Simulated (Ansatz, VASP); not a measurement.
**BN: VASP beside Ansatz**

File INCAR:

```
SYSTEM = BN
PREC     = Accurate       ! precision mode
ENCUT    = 520            ! plane-wave cutoff, eV
EDIFF    = 1E-8           ! SCF threshold, eV
ISMEAR   = -1             ! smearing method
SIGMA    = 0.03           ! smearing width, eV
LREAL    = .False.        ! projectors in reciprocal space
LASPH    = .True.         ! aspherical terms in the spheres
NELM     = 100            ! most SCF steps
ALGO     = Normal         ! electronic algorithm
ISIF     = 2              ! what is computed and relaxed
LWAVE    = .False.        ! write WAVECAR
LCHARG   = .False.        ! write CHGCAR
GGA      = PS             ! functional
LEFG     = .True.       
NBANDS   = 11             ! bands
```

KPOINTS

```
regular mesh
0
Gamma
  13 13 13
  0 0 0
```

File POSCAR:

```
BN
1.0
    0.0000000000      1.8312856224      1.8312856224
    1.8312856224      0.0000000000      1.8312856224
    1.8312856224      1.8312856224      0.0000000000
B N
1 1
Direct
    0.0000000000      0.0000000000      0.0000000000
    0.7500000000      0.7500000000      0.7500000000
```

Input for Ansatz:

```yaml
crystal:
  lattice:
    - [0.0, 1.8312856224, 1.8312856224]
    - [1.8312856224, 0.0, 1.8312856224]
    - [1.8312856224, 1.8312856224, 0.0]
  atoms:
    - { symbol: B, position: [0.0, 0.0, 0.0] }
    - { symbol: "N", position: [0.75, 0.75, 0.75] }
kpoints:
  mp_grid: { grid: [13, 13, 13] }
scf:
  occupations: { method: fermi_dirac, width: 0.03 }
hamiltonian:
  xc: pbesol
  pseudopotentials: { kind: all_electron, datasets: crystal }
output:
  forces: true
  stress: true
  eigenvalues: true
  efg: { contact_densities: true }
```

Change from the starting cell: volume scaled by 1.04, crystal datasets.

Alike in both runs: task electric field gradients; functional PBEsol; k mesh 13 × 13 × 13; occupations fermi-dirac, width 0.03 eV; no spin polarisation.

```csv
,VASP,Ansatz
version,VASP 6.6.1,Ansatz 0.2.0
potentials or method,"VASP PAW PBE potentials, release 64 (B, N)","all-electron PAW with datasets made for the crystal, scalar-relativistic"
plane-wave cutoff (eV),520,see its input
```

VASP gave:

| Quantity | Value |
| --- | --- |
| gap on the k mesh at the Fermi level (eV) | 4.31 |
| pressure (GPa) | -16.2 |
| Vzz of the field gradient on the site that differs most (V/Å²) | 0.0 |

Which values does Ansatz return?

gap on the k mesh at the Fermi level (eV): 4.31; pressure (GPa): -16.6; Vzz of the field gradient on the site that differs most (V/Å²): 0.0.

Ansatz ran all-electron here, so the differences hold the error of VASP's frozen core and of both bases.

Caveats: so large a pressure means that the cell lies far from this level's equilibrium, or that cutoff or potentials fall short (VASP); the potentials were made for another functional, which shifts forces and pressure (VASP); an odd mesh through Γ misses points on the zone boundary, where band edges often lie.
